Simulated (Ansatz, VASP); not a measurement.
**BAs5: VASP beside Ansatz**

File INCAR:

```
SYSTEM = BAs5
PREC     = Accurate       ! precision mode
ENCUT    = 520            ! plane-wave cutoff, eV
EDIFF    = 1E-6           ! SCF threshold, eV
ISMEAR   = 0              ! smearing method
SIGMA    = 0.1            ! smearing width, eV
LREAL    = .FALSE.        ! projectors in reciprocal space
LASPH    = .TRUE.         ! aspherical terms in the spheres
NELM     = 60             ! most SCF steps
ALGO     = Normal         ! electronic algorithm
ISIF     = 2              ! what is computed and relaxed
LWAVE    = .FALSE.        ! write WAVECAR
LCHARG   = .TRUE.         ! write CHGCAR
GGA      = PE             ! functional
LELF     = .TRUE.         ! ELF
LVHAR    = .TRUE.       
NBANDS   = 23             ! bands
```

The input KPOINTS:

```
regular mesh
0
G
  4 4 4
  0 0 0
```

POSCAR

```
BAs5
1.0
    0.0000000000      4.0510007200      4.0510007200
    4.0510007200      0.0000000000      4.0510007200
    4.0510007200      4.0510007200      0.0000000000
B As
1 5
Direct
    0.2500000000      0.2500000000      0.2500000000
    0.3727328200      0.8757557300      0.8757557300
    0.8757557300      0.3727328200      0.8757557300
    0.8757557300      0.8757557300      0.3727328200
    0.8757557300      0.8757557300      0.8757557300
    0.5000000000      0.5000000000      0.5000000000
```

Input for Ansatz:

```yaml
crystal:
  lattice:
    - [0.0, 4.05100072, 4.05100072]
    - [4.05100072, 0.0, 4.05100072]
    - [4.05100072, 4.05100072, 0.0]
  atoms:
    - { symbol: B, position: [0.25, 0.25, 0.25] }
    - { symbol: As, position: [0.37273282, 0.87575573, 0.87575573] }
    - { symbol: As, position: [0.87575573, 0.37273282, 0.87575573] }
    - { symbol: As, position: [0.87575573, 0.87575573, 0.37273282] }
    - { symbol: As, position: [0.87575573, 0.87575573, 0.87575573] }
    - { symbol: As, position: [0.5, 0.5, 0.5] }
basis:
  ecutwfc: 420
kpoints:
  mp_grid: { grid: [4, 4, 4] }
hamiltonian:
  xc: pbe
scf:
  occupations: { method: gaussian, width: 0.1 }
  lower_state_search: "off"
output:
  forces: true
  stress: true
  eigenvalues: true
```

Change from the starting cell: species swapped into the Be5Fe type (F-43m, No. 216).

Alike in both runs: task single point; functional PBE; k mesh 4 × 4 × 4; occupations gaussian, width 0.1 eV; no spin polarisation.

|  | VASP | Ansatz |
| --- | --- | --- |
| version | VASP 6.6.1 | Ansatz 0.2.0 |
| potentials or method | VASP PAW PBE potentials, release 64 (B, As) | scalar-relativistic, plane waves, PAW |
| plane-wave cutoff (eV) | 520 | 420 |
| valence electrons in the cell | 28 | 78 |

Ansatz gave:

| Quantity | Value |
| --- | --- |
| gap on the k mesh at the Fermi level (eV) | none |
| pressure (GPa) | -7.6 |
| rms of the force components (eV/Å) | 0.003 |

Estimate VASP's values.

gap on the k mesh at the Fermi level (eV): none; pressure (GPa): -7.6; rms of the force components (eV/Å): 0.005.

Atom by atom the forces differ by 0.001 eV/Å (rms over components). A gap of «none» marks a metal or a gap that the smearing closes. The two sets of potentials don't hold the same shells in valence.
